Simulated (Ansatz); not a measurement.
# TePb: one input, then a changed one

The cell is COD entry 9008696, as deposited and not checked against the literature; nothing was relaxed. The listed cell was then made from it by scaling, straining or moving an atom.

First run: DFT, LDA, all-electron LAPW, scalar-relativistic (Ansatz 0.2.0).

Command: `ansatz run input.yaml --threads 1 --pin off --max-ram 2048MiB --backend cpu --events-out ev --progress --plain --runs-dir out` The run took 19 s on 1 thread of Arm Neoverse V1, on a shared host, peak memory 0.38 GiB.

```yaml
crystal:
  lattice:
    - [0.0, 3.2694653961, 3.2694653961]
    - [3.2694653961, 0.0, 3.2694653961]
    - [3.2694653961, 3.2694653961, 0.0]
  atoms:
    - { symbol: Te, position: [0.5, 0.5, 0.5] }
    - { symbol: Pb, position: [0.0, 0.0, 0.0] }
kpoints:
  mp_grid: { grid: [10, 10, 10] }
scf:
  occupations: { method: fermi_dirac, width: 0.03 }
hamiltonian:
  xc: lda
  pseudopotentials: { kind: all_electron, lapw: { basis_error: 0.0005 } }
output:
  forces: true
  stress: true
  eigenvalues: true
```

Result: converged; pressure -3.03 GPa; gap on the k mesh 0.71 eV; 7 SCF iterations.

Spin–orbit coupling is left out, though it moves levels of the heavy atoms by tenths of an eV or more.

The input is then changed:

```diff
@@ -11,6 +11,7 @@
 scf:
   occupations: { method: fermi_dirac, width: 0.03 }
+  n_extra_bands: 16
 hamiltonian:
-  xc: lda
+  xc: rpbe
   pseudopotentials: { kind: all_electron, lapw: { basis_error: 0.0005 } }
 output:
@@ -18,3 +19,4 @@
   stress: true
   eigenvalues: true
+accuracy: medium
```

What does the second run give?

It converged; pressure 2.02 GPa; gap on the k mesh 0.87 eV; 7 SCF iterations.

The results part of its log:

```
SCF 1 converged in 7 iterations: F = -752975.928494 eV  dr2 = 4.05e-8
SCF converged after 7 iterations
Free energy (F): -752975.928494 eV
Harris-Foulkes:  -752975.928494 eV  (|F-HF|=1.33e-7)
Internal energy: -752975.928494 eV  (E = F + TS)
E sigma→0 (E₀):  -752975.928494 eV
Fermi energy:    11.711646 eV
--- Per-component energies (eV) ---
  E_band       = -3432.420119
  E_kinetic    = 850270.303050
  E_xc         = -15396.134329
  E_electrostatic = -1587850.097215  (all electrons and nuclei)
  E_smearing   = -0.000000  (= −TS)
  E_closure    = 0.000000  (closes the sum)
  E_atoms      = -752969.130409  (free atoms, spherical and without spin; not in F)
  Σ components = -752975.928494   (vs F -752975.928494, Δ=0.00e0)
  Basis errors (estimates in eV, not in F): energy 2.2e-4 per atom: plane waves 2.0e-4 (1.1e-4 summed), levels above the bands 1.2e-245, relativity 1.7e-8, radial functions 2.3e-5, core shells 5.0e-9; eigenvalues (radial functions only) 4.8e-5; not estimated: angular momenta, meshes, grids; target (lapw.basis_error) 5.0e-4; muffin-tin radii Te 1.599 Å, Pb 1.671 Å
--- Forces (eV/Å), atoms counted from 1 ---
  atom   1  Te     0.00000000    -0.00000000    -0.00000000
  atom   2  Pb     0.00000000    -0.00000000    -0.00000000
  max |Σ_I F_I| component: 9.86e-31 eV/Å
--- Stress (GPa, compression-positive) ---
        2.022352      -0.000000      -0.000000
       -0.000000       2.022352      -0.000000
       -0.000000      -0.000000       2.022352
  P = ⅓ Tr σ = 2.0224 GPa (20.224 kbar)
--- Band table (eV; the first three rows and the last of 47) ---
  k-point 0: bands = ["-147.4606", "-128.1033", "-117.1275", "-117.1256", "-117.1256", "-117.1256", "-117.1241", "-117.1241", "-117.1241", "-97.4765", "-97.4765", "-97.4765", "-69.9757", "-69.9757", "-69.9757", "-24.7756", "-24.7756", "-24.7714", "-24.7714", "-24.7714", "-5.4751", "-5.4751", "-5.4723", "-5.4723", "-5.4723", "-0.4377", "5.6335", "10.0477", "10.0477", "10.0477", "15.3486", "15.3486", "15.3486", "17.1940", "17.1940", "17.1940", "18.8480", "18.8827", "19.3005", "19.3005", "29.3674", "29.3674", "29.3674", "30.4811", "30.4811", "30.4811"]
  k-point 1: bands = ["-147.4606", "-128.1033", "-117.1275", "-117.1256", "-117.1256", "-117.1256", "-117.1241", "-117.1241", "-117.1241", "-97.4765", "-97.4765", "-97.4765", "-69.9757", "-69.9757", "-69.9757", "-24.7755", "-24.7755", "-24.7714", "-24.7714", "-24.7714", "-5.4762", "-5.4762", "-5.4720", "-5.4710", "-5.4710", "-0.3561", "5.3761", "10.0719", "10.0719", "10.1902", "14.8337", "14.9596", "14.9596", "17.0841", "17.3801", "17.3801", "19.4677", "19.6158", "19.8466", "19.8466", "28.4259", "28.4259", "29.0752", "29.4625", "30.3091", "30.3091"]
  k-point 2: bands = ["-147.4606", "-128.1033", "-117.1275", "-117.1256", "-117.1256", "-117.1256", "-117.1241", "-117.1241", "-117.1241", "-97.4765", "-97.4765", "-97.4765", "-69.9757", "-69.9757", "-69.9757", "-24.7755", "-24.7755", "-24.7713", "-24.7713", "-24.7713", "-5.4795", "-5.4795", "-5.4714", "-5.4673", "-5.4673", "-0.1177", "4.7367", "10.1466", "10.1466", "10.5024", "13.9147", "14.1860", "14.1860", "17.1634", "17.8940", "17.8940", "20.7847", "21.1235", "21.1235", "21.2440", "26.5589", "26.5589", "27.0047", "29.7467", "30.6118", "30.6118"]
  k-point 46: bands = ["-147.4606", "-128.1033", "-117.1275", "-117.1256", "-117.1256", "-117.1256", "-117.1241", "-117.1241", "-117.1241", "-97.4765", "-97.4765", "-97.4765", "-69.9757", "-69.9757", "-69.9757", "-24.7757", "-24.7753", "-24.7713", "-24.7710", "-24.7707", "-5.5126", "-5.4753", "-5.4705", "-5.4613", "-5.4506", "1.2448", "3.5022", "7.5190", "7.9966", "10.5750", "13.4881", "16.0628", "16.9475", "17.5226", "18.8282", "22.0898", "22.5802", "22.9761", "23.0294", "23.4879", "25.6922", "25.9863", "26.8570", "27.1331", "28.6010", "28.6913"]
```
